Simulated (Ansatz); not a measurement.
# Tantalum, omega (AlB2-type) under PBE: structure, energy and stiffness, part 1 of 2

The plan for tantalum in the omega (AlB2-type) structure: relax it, solve it on a dense k-mesh, then scale the cell to 7 volumes from 88 to 112 % of the relaxed one and try a fit of the equation of state. Spin polarisation is left out. The k-meshes are 8×8×11 for the relaxation; 10×10×15 for the dense run; 9×9×13 for the volumes.

Program: Ansatz 0.2.0. Level of theory: DFT PBE, plane waves (420 eV) with PAW, scalar-relativistic. These are calculated values, not measurements.

## 1. Starting point

It takes space group P6/mmm (No. 191, hexagonal). The conventional cell has a = 4.674 Å, b = 4.674 Å, c = 2.865 Å, α = 90.00°, β = 90.00°, γ = 120.00°. Ta (site symmetry 6/mmm) is surrounded by 14 Ta at 2.86 to 3.05 Å. Ta (site symmetry -6m2) is surrounded by 11 Ta at 2.70 to 3.05 Å.

Coordinates:

```xyz
3
Lattice="4.6735 0.0000 0.0000 -2.3368 4.0474 0.0000 0.0000 0.0000 2.8649" Properties=species:S:1:pos:R:3 pbc="T T T"
Ta    0.0000    0.0000    0.0000
Ta    0.0000    2.6983    1.4324
Ta    2.3368    1.3491    1.4324
```

## 2. Relaxing cell and atoms

The input, input.yaml:

```yaml
crystal:
  lattice:
    - [4.6735112553, 0.0, 0.0]
    - [-2.3367556276, 4.047379472, 0.0]
    - [0.0, 0.0, 2.8648623995]
  atoms:
    - { symbol: Ta, position: [0.0, 0.0, 0.0] }
    - { symbol: Ta, position: [0.3333333333, 0.6666666667, 0.5] }
    - { symbol: Ta, position: [0.6666666667, 0.3333333333, 0.5] }
hamiltonian:
  xc: pbe
  pseudopotentials:
    kind: paw
    azcp:
      Ta: "pseudopotentials/Ta.paw.azcp"
basis:
  ecutwfc: 420
  fft_grid_basis: typed
kpoints:
  mp_grid: { grid: [8, 8, 11], shift: [0, 0, 0] }
magnetization:
  spin_polarized: false
scf:
  occupations: { method: fermi_dirac, width: 0.1 }
relax:
  max_steps: 60
  f_tol: 0.01
  cell: {}
```

The run is started by

```sh
> ansatz run input.yaml --threads 1 --pin off --max-ram 3584MiB --backend cpu --events-out ev --progress --plain --runs-dir out
```

Log, shortened:

```text
[...]
Pseudopotentials: kind: paw
Pseudopotential: Ta, paw, valence charge 13, recommended cutoff 420 eV (normal), <dir>
Functional definition: PBE
[...]
Crystal: 3 atoms, lattice volume = 54.190 Å³
Basis set: ecut = 420 eV, 1071 PW (Γ), exchange–correlation on 64×64×40 points (8 copies of the dense FFT grid, shifted against one another)
Bands: 24, of which v1, the nominal top of the filled ones, is band 20 counted from 1 (19 counted from 0)
Symmetry: 24 space group operations
Space group: P6/mmm (ITA 191), of the structure as read, at distance tolerance 3.8e-5 Å
k-points: 60 of 704
[...]
SCF iter   1: F=—  HF=-29795.853436 eV  |F-HF|=—  |Δ(HF+E_count)|=         —  Δρ=1.29e-2  dr2=1.97e-1  ethr=1.77e-3  ⟨swp⟩=4.8  Hψ=5965  notcnv=0
[...]
relax step   1: F+E_penalty+E_count = -29795.82592987 eV  Δ(F+E_penalty+E_count) = +0.000e0 eV  max|allowed force component| = 9.252e-17 eV/Å  Δτ_max = 0.0000 Å  P = +6.489 GPa  Ω = 54.190 Å³  (7 SCF iters, dr2 threshold 1.00e-7 eV, accepted)
[...]
relax step   6: F+E_penalty+E_count = -29796.12139800 eV  Δ(F+E_penalty+E_count) = -7.904e-7 eV  max|allowed force component| = 9.252e-17 eV/Å  Δτ_max = 0.0000 Å  P = +0.000 GPa  Ω = 55.947 Å³  energy of the carried Pulay correction = -5.127e-6 eV  (6 SCF iters, dr2 threshold 1.50e-8 eV, accepted)
[...]
relax step   7: F+E_penalty+E_count = -29796.12140763 eV  Δ(F+E_penalty+E_count) = -9.631e-6 eV  max|allowed force component| = 1.110e-16 eV/Å  Δτ_max = 0.0000 Å  P = +0.000 GPa  Ω = 55.947 Å³  stress off target by 1.50e-3 GPa  SCF on the basis re-selected at this cell (its energy is not [...]
SCF converged after 7 iterations
Free energy (F): -29796.121408 eV
[...]
E sigma→0 (E₀):  -29796.066834 eV
Entropy (-TS):   -0.109148 eV (-36.383 meV/atom)
Fermi energy:    18.216257 eV
[...]
--- Forces (eV/Å), atoms counted from 1 ---
  atom   1  Ta     0.00000000    -0.00000000     0.00000000
  atom   2  Ta     0.00000000     0.00000000     0.00000000
  atom   3  Ta    -0.00000000    -0.00000000     0.00000000
[...]
--- Stress (GPa, compression-positive) ---
       -0.000342       0.000000       0.000000
        0.000000      -0.000342       0.000000
        0.000000       0.000000       0.001498
  P = ⅓ Tr σ = 0.0003 GPa (0.003 kbar)
--- Relaxed structure (5 steps of the walk, 5 accepted, 2 SCFs on fresh bases) ---
  F+E_penalty+E_count = -29796.12140763 eV   max|allowed force component| = 1.110e-16 eV/Å   (the final SCF, on the basis selected at the relaxed cell)
  cell:  # Å, volume = 55.9472 Å³
    - [4.8638282410312605, -3.00429200804285e-11, 0.0]
    - [-2.431914120489612, 4.212198816392274, 0.0]
    - [0.0, 0.0, 2.7308082341524123]
  atoms:
    - { symbol: Ta, position: [-1.7498229796348006e-34, -4.890640999057434e-35, 0.0] }
    - { symbol: Ta, position: [0.33333333333333337, 0.6666666666666667, 0.5] }
    - { symbol: Ta, position: [0.6666666666666666, 0.3333333333333334, 0.5] }
```

Run time: 50 s. Hardware: 1 thread of Intel Xeon Platinum 8259CL at 2.50GHz (Skylake/Cascade Lake), shared host; peak memory 0.56 GiB.

Relaxation path:

```csv
step,energy change (meV/atom),largest force (eV/Å),pressure (GPa),volume (Å³/atom)
1,0.00,0.0000,6.49,18.063
2,-92.74,0.0000,-3.88,19.062
3,-97.79,0.0000,-0.75,18.724
4,-98.01,0.0000,0.02,18.644
5,-98.49,0.0000,0.04,18.644
6,-98.49,0.0000,0.00,18.649
7,-98.49,0.0000,0.00,18.649
```

Steps that repeat a cell are solved on a basis chosen anew, so their changes of energy are no gain of the relaxation.

Changes in the cell that was computed:

|  | before | after | change |
| --- | --- | --- | --- |
| a (Å) | 4.674 | 4.864 | +4.1 % |
| b (Å) | 4.674 | 4.864 | +4.1 % |
| c (Å) | 2.865 | 2.731 | -4.7 % |
| volume (Å³/atom) | 18.063 | 18.649 | +3.2 % |
| shortest distance (Å) | 2.698 | 2.731 | +1.2 % |
| space group (spins left aside) | P6/mmm | P6/mmm | same |

## 3. Dense single point

The input, input.yaml:

```yaml
crystal:
  lattice:
    - [4.863828241, 0.0, 0.0]
    - [-2.4319141205, 4.2121988164, 0.0]
    - [0.0, 0.0, 2.7308082342]
  atoms:
    - { symbol: Ta, position: [1.0, 1.0, 0.0] }
    - { symbol: Ta, position: [0.3333333333, 0.6666666667, 0.5] }
    - { symbol: Ta, position: [0.6666666667, 0.3333333333, 0.5] }
hamiltonian:
  xc: pbe
  pseudopotentials:
    kind: paw
    azcp:
      Ta: "pseudopotentials/Ta.paw.azcp"
basis:
  ecutwfc: 420
  fft_grid_basis: typed
kpoints:
  mp_grid: { grid: [10, 10, 15], shift: [0, 0, 0] }
magnetization:
  spin_polarized: false
scf:
  occupations: { method: fermi_dirac, width: 0.1 }
output:
  write_density: true
  write_potential: true
  elf: true
  volumetric_format: npy
```

The run is started by

```sh
> ansatz run input.yaml --threads 1 --pin off --max-ram 3584MiB --backend cpu --events-out ev --progress --plain --runs-dir out
```

Log, shortened:

```text
[...]
[... 3 set-up lines as earlier in the session ...]
[...]
Crystal: 3 atoms, lattice volume = 55.947 Å³
Basis set: ecut = 420 eV, 1107 PW (Γ)
Bands: 24, of which v1, the nominal top of the filled ones, is band 20 counted from 1 (19 counted from 0)
[... 2 set-up lines as earlier in the session ...]
k-points: 112 of 1500
[...]
SCF iter   1: F=—  HF=-29796.142689 eV  |F-HF|=—  |Δ(HF+E_count)|=         —  Δρ=1.02e-2  dr2=1.09e-1  ethr=1.77e-3  ⟨swp⟩=4.8  Hψ=11159  notcnv=0
[...]
SCF iter   6: F=-29796.128203 eV  HF=-29796.128203 eV  |F-HF|=1.60e-9  |Δ(HF+E_count)|=   9.57e-8  Δρ=7.43e-6  dr2=1.52e-8  ethr=2.56e-10  ⟨swp⟩=4.5  Hψ=7954  notcnv=0
[...]
SCF converged after 6 iterations
Free energy (F): -29796.128203 eV
[...]
E sigma→0 (E₀):  -29796.077572 eV
Entropy (-TS):   -0.101264 eV (-33.755 meV/atom)
Fermi energy:    18.225184 eV
[...]
--- Band table (eV; the first three rows and the last of 112) ---
  k-point 0: bands = ["-49.2632", "-49.1833", "-49.1477", "-16.1039", "-16.1039", "-15.9041", "-15.9041", "-15.3136", "-15.3136", "-15.2187", "-15.0486", "-15.0235", "10.1735", "14.6170", "16.1197", "16.7770", "16.7770", "16.7842", "16.7842", "17.5403", "19.2162", "19.2162", "21.4693", "21.4693"]
[...]
```

Wall time 15 s (1 thread of Intel Xeon Platinum 8259CL at 2.50GHz (Skylake/Cascade Lake), shared host); peak memory 0.56 GiB.

Density in a lattice plane of the grid's cell (edges 4.86 and 4.86 Å, at 0.500 of the third edge), which holds Ta.

Ten even steps from '0' (0.24 e/Å³) to '9' (4.50 e/Å³):
```
000000000000000000000000
000000000011000000000000
000000012333210000000000
000000136786420000000000
000002589998520000000000
000025898898410000000000
000137987996200000000000
000258999963100000000000
000247887521000001111000
000134543100000134543100
000011110000012578874200
000000000000136999985200
000000000000269978973100
000000000001489889852000
000000000002589998520000
000000000002468763100000
000000000001233321000000
000000000000011000000000
000000000000000000000000
000000000000000000000000
```
Columns run along the first of these edges and rows up along the second, over one cell in 24 and 20 even steps from the bottom left corner. Atoms in the plane (fractional): Ta at (0.33, 0.67), Ta at (0.67, 0.33).

ELF in the same plane.

Ten even steps from '0' (0.07) to '9' (0.75):
```
444567764322223567765444
445666432333322356655444
556653235787642356665444
676532489999853356766555
775335897679853357776667
764258841159842467766667
642489610379633565444456
422599635897323432222234
322599989963222234444322
222478887532223578887422
322344443222236998999522
443222223432379853699522
665444456533697301698424
776666776424895114885246
776667775335897679853357
655566765335899998423567
544456665324678753235665
444455665322333323466654
444456776532222346776544
444456776532223567765444
```
Columns run along the first of these edges and rows up along the second, over one cell in 24 and 20 even steps from the bottom left corner. Atoms in the plane (fractional): Ta at (0.33, 0.67), Ta at (0.67, 0.33).

Both are smooth fields of the valence electrons: close to the nuclei they are not physical.

The highest ELF values outside the cores: 0.60 between the atoms, 1.8 Å from Ta.

## 4. At 88 % of the relaxed volume

Changes to input.yaml since step 3:

```diff
@@ -2,5 +2,5 @@
   lattice:
-    - [4.863828241, 0.0, 0.0]
-    - [-2.4319141205, 4.2121988164, 0.0]
-    - [0.0, 0.0, 2.7308082342]
+    - [4.6609286431, 0.0, 0.0]
+    - [-2.3304643215, 4.0364826102, 0.0]
+    - [0.0, 0.0, 2.6168897598]
   atoms:
@@ -19,3 +19,3 @@
 kpoints:
-  mp_grid: { grid: [10, 10, 15], shift: [0, 0, 0] }
+  mp_grid: { grid: [9, 9, 13], shift: [0, 0, 0] }
 magnetization:
@@ -24,3 +24,5 @@
   occupations: { method: fermi_dirac, width: 0.1 }
+  lower_state_search: "off"
 output:
+  stress: true
   write_density: true
```

The run is started by

```sh
> ansatz run input.yaml --threads 1 --pin off --max-ram 3584MiB --backend cpu --events-out ev --progress --plain --runs-dir out
```

Log, shortened:

```text
[...]
[... 3 set-up lines as earlier in the session ...]
[...]
Crystal: 3 atoms, lattice volume = 49.234 Å³
Basis set: ecut = 420 eV, 963 PW (Γ)
Bands: 24, of which v1, the nominal top of the filled ones, is band 20 counted from 1 (19 counted from 0)
[... 1 set-up line as earlier in the session ...]
Space group: P6/mmm (ITA 191), of the structure as read, at distance tolerance 3.7e-5 Å
k-points: 84 of 1053
[...]
SCF iter   1: F=—  HF=-29795.589629 eV  |F-HF|=—  |Δ(HF+E_count)|=         —  Δρ=1.40e-2  dr2=1.14e-1  ethr=1.77e-3  ⟨swp⟩=5.0  Hψ=8393  notcnv=0
[...]
SCF iter   6: F=-29795.564556 eV  HF=-29795.564556 eV  |F-HF|=1.42e-9  |Δ(HF+E_count)|=   1.14e-7  Δρ=7.56e-6  dr2=8.00e-9  ethr=2.56e-10  ⟨swp⟩=10.0  Hψ=14090  notcnv=0
[...]
SCF converged after 6 iterations
Free energy (F): -29795.564556 eV
[...]
E sigma→0 (E₀):  -29795.520751 eV
Entropy (-TS):   -0.087610 eV (-29.203 meV/atom)
Fermi energy:    21.002182 eV
[...]
--- Stress (GPa, compression-positive) ---
       29.042176      -0.000000       0.000000
        0.000000      29.042176       0.000000
        0.000000       0.000000      31.746129
  P = ⅓ Tr σ = 29.9435 GPa (299.435 kbar)
--- Band table (eV; the first three rows and the last of 84) ---
  k-point 0: bands = ["-46.2020", "-46.0146", "-46.0107", "-13.2784", "-13.2784", "-12.9445", "-12.9445", "-12.0670", "-12.0670", "-11.9825", "-11.7210", "-11.6876", "12.4882", "16.8641", "18.8067", "19.5068", "19.5068", "19.5222", "19.5222", "20.1804", "22.0403", "22.0403", "24.6521", "24.6521"]
[...]
```

Run time: 12 s. Hardware: 1 thread of Intel Xeon Platinum 8259CL at 2.50GHz (Skylake/Cascade Lake), shared host; peak memory 0.54 GiB.

(Continued in part 2 of 2.)
